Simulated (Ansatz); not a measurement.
Crystal: Be2C.

```
C Be
1.0
     0.00000    2.16500    2.16500
     2.16500    0.00000    2.16500
     2.16500    2.16500    0.00000
C Be
1 2
Direct
  0.00000 0.00000 0.00000
  0.75000 0.75000 0.75000
  0.25000 0.25000 0.25000
```

Base run:

* Program: Ansatz 0.2.0
* Functional: HSE06 form with a typed share of exact exchange
* Potentials or basis: Ansatz PAW
* Cutoff: 420 eV (not typed: the program's choice for these potentials)
* k mesh: 6 × 6 × 6
* Occupations: fermi-dirac, width 0.05 eV
* Spin: no spin polarisation

Its results: band gap on the k mesh 2.21 eV, indirect (least direct gap 5.44 eV); pressure -3.6 GPa.

After a change of settings the same cell gave: band gap on the k mesh 1.58 eV, indirect (least direct gap 4.77 eV); pressure -3.0 GPa. Which change was it?
A. screening (1/å) from 0.1 to 0.15
B. screening (1/å) from 0.1 to 0.2
C. screening (1/å) from 0.1 to 0.6
D. screening (1/å) from 0.1 to 0.4

D.

Caveats: the PAW data sets come from PBE, with cores solved anew for the run's functional, which leaves a small shift of forces and pressure; the thresholds are loose for stress.
